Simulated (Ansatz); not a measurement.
Crystal: Na.

```
CELL_PARAMETERS angstrom
3.19665 -1.85655 0.00000
3.19665 1.85655 0.00000
-2.17445 0.00000 9.36485
ATOMIC_POSITIONS crystal
Na 0.77758 0.77758 0.33332
Na 0.22242 0.22242 0.66668
Na 0.00000 0.00000 0.00000
```

This isn't the form of Na at room conditions, which is bcc.

- Program: Ansatz 0.2.0
- Task: single point
- Functional: PBE
- Potentials or basis: Ansatz PAW
- Cutoff: 420 eV (not typed: the program's choice for these potentials)
- k mesh: 8 × 8 × 3
- Occupations: fermi-dirac, width 0.05 eV
- Spin: no spin polarisation

On this cell: pressure 0.0 GPa; largest force under 0.003 eV/Å; band gap on the k mesh none (metal or under the smearing width).

The same run follows on a disturbed copy (atoms moved at random, drawn with an rms of 0.05 Å):

```xyz
3
Lattice="3.1967 -1.8566 0.0000 3.1967 1.8566 0.0000 -2.1745 0.0000 9.3649" Properties=species:S:1:pos:R:3 pbc="T T T"
Na    4.2334    0.0017    3.1167
Na   -0.0111    0.0275    6.2705
Na   -0.0126   -0.0006   -0.0068
```

**Question.** What does the disturbed cell give?

**Answer.** The energy (extrapolated to zero smearing) moves by +0.1 meV/atom; pressure 0.0 GPa; largest force 0.020 eV/Å; band gap on the k mesh none (metal or under the smearing width).

Forces on the atoms (eV/Å):
```
Na   0.000  0.001  0.009
Na  -0.002 -0.003 -0.020
Na   0.002  0.002  0.011
```

Stress tensor (GPa, compression positive):
```
 0.28  0.01  0.01
 0.01  0.12  0.00
 0.01  0.00 -0.35
```
